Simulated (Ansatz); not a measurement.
# Pd under changes of volume

One of the cells (14.750 Å³/atom); the others are scaled copies at fixed shape and fractional positions:

```xyz
1
Lattice="0.0000 1.9465 1.9465 1.9465 0.0000 1.9465 1.9465 1.9465 0.0000" Properties=species:S:1:pos:R:3 pbc="T T T"
Pd    0.0000    0.0000    0.0000
```

```yaml
Program: Ansatz 0.2.0
Functional: rPW86-PBE
Potentials_or_basis: Ansatz PAW
Cutoff: "420 eV (not typed: the program's choice for these potentials)"
k_mesh: 12 × 12 × 12
Occupations: fermi-dirac, width 0.05 eV
Spin: no spin polarisation
```

```tsv
volume (Å³/atom)	energy over the lowest point (meV/atom)	pressure (GPa)
13.865	?	?
14.160	149.32	28.6
14.455	102.03	23.1
14.750	64.46	18.1
15.045	35.54	13.7
15.340	14.35	9.7
15.635	0.00	6.2
```

Question: What does the run at 13.865 Å³/atom give?

Answer: Energy over the lowest point 207.47 meV/atom; pressure 34.9 GPa.

Worked out: A Birch-Murnaghan fit of order 3 (a polynomial in V^(-2/3)) to the other rows has no minimum within the range. It gives 207.55 meV/atom at 13.865 Å³/atom, against the run's 207.47, and -dE/dV = 34.8 GPa, against 34.9.

Energies are extrapolated to zero smearing.

Caveats: the PAW data sets come from PBE, with cores solved anew for the run's functional, which leaves a small shift of forces and pressure.
